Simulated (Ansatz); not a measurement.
Crystal: AlNi.

```
Ni Al
1.0
     2.88100    0.00000    0.00000
     0.00000    2.88100    0.00000
     0.00000    0.00000    2.88100
Ni Al
1 1
Direct
  0.50000 0.50000 0.50000
  0.00000 0.00000 0.00000
```

Base run:

- Program: Ansatz 0.2.0
- Functional: PBEsol
- Potentials or basis: all-electron LAPW, scalar-relativistic
- Cutoff: 255 eV
- Density cutoff: 1022 eV
- Basis error allowed: 0.001 eV/atom
- k mesh: 9 × 9 × 9
- Occupations: fermi-dirac, width 0.05 eV
- Spin: collinear spin, ferromagnetic start
- Starting moments: [1.0, 0.0] μB
- Hubbard terms: Ni d U = 2 eV

Its results: pressure -4.0 GPa; net moment 0.00 μB per cell.

Task: After a change of settings the same cell gave: pressure 1.9 GPa; net moment 0.00 μB per cell. Which change was it?
A. potentials or basis from all-electron LAPW, scalar-relativistic to all-electron LAPW, non-relativistic; hubbard terms from Ni d U = 2 eV to none
B. potentials or basis from all-electron LAPW, scalar-relativistic to all-electron LAPW, inner shells corrected to Dirac's equation; hubbard terms from Ni d U = 2 eV to none
C. hubbard terms from Ni d U = 2 eV to Ni d U = 8 eV
D. functional from PBEsol to PBE; hubbard terms from Ni d U = 2 eV to none

Result: D.

Caveats: the magnetic state may not be the lowest (some runs); U is the effective U less J, on atomic orbitals that reach past the spheres (some runs); the U is typed as a test and isn't derived for this compound (some runs).

Not every run made on this cell is shown here.
